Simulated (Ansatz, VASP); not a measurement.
# InAs in VASP and in Ansatz

File INCAR:

```
PREC = Accurate
ENCUT = 520
EDIFF = 1E-7
ISMEAR = 0
SIGMA = 0.1
LREAL = False
LASPH = True
NELM = 60
ALGO = Normal
ISIF = 2
LWAVE = False
LCHARG = True
GGA = PE
LELF = True
LVHAR = True
NBANDS = 16
```

Contents of KPOINTS:

```
regular mesh
0
Gamma
  6 6 6
```

File POSCAR:

```
InAs
1.0
    0.0000000000      3.0239999300      3.0239999300
    3.0239999300      0.0000000000      3.0239999300
    3.0239999300      3.0239999300      0.0000000000
In As
1 1
Direct
    0.0000000000      0.0000000000      0.0000000000
    0.2500000000      0.2500000000      0.2500000000
```

Input for Ansatz:

```yaml
crystal:
  lattice:
    - [0.0, 3.02399993, 3.02399993]
    - [3.02399993, 0.0, 3.02399993]
    - [3.02399993, 3.02399993, 0.0]
  atoms:
    - { symbol: In, position: [0.0, 0.0, 0.0] }
    - { symbol: As, position: [0.25, 0.25, 0.25] }
basis:
  ecutwfc: 420
kpoints:
  mp_grid: { grid: [6, 6, 6] }
hamiltonian:
  xc: pbe
scf:
  occupations: { method: gaussian, width: 0.1 }
  lower_state_search: "off"
output:
  forces: true
  stress: true
  eigenvalues: true
```

Alike in both runs: task single point; functional PBE; k mesh 6 × 6 × 6; occupations gaussian, width 0.1 eV; no spin polarisation.

|  | VASP | Ansatz |
| --- | --- | --- |
| version | VASP 6.6.1 | Ansatz 0.2.0 |
| potentials or method | VASP PAW PBE potentials, release 64 (In_d, As) | scalar-relativistic, plane waves, PAW |
| plane-wave cutoff (eV) | 520 | 420 |
| valence electrons in the cell | 18 | 28 |

```tsv
	VASP	Ansatz	Ansatz less VASP
gap on the k mesh at the Fermi level (eV)	none	none	-
pressure (GPa)	4.0	4.0	-0.07
```

A gap of «none» marks a metal or a gap that the smearing closes. The two sets of potentials don't hold the same shells in valence.
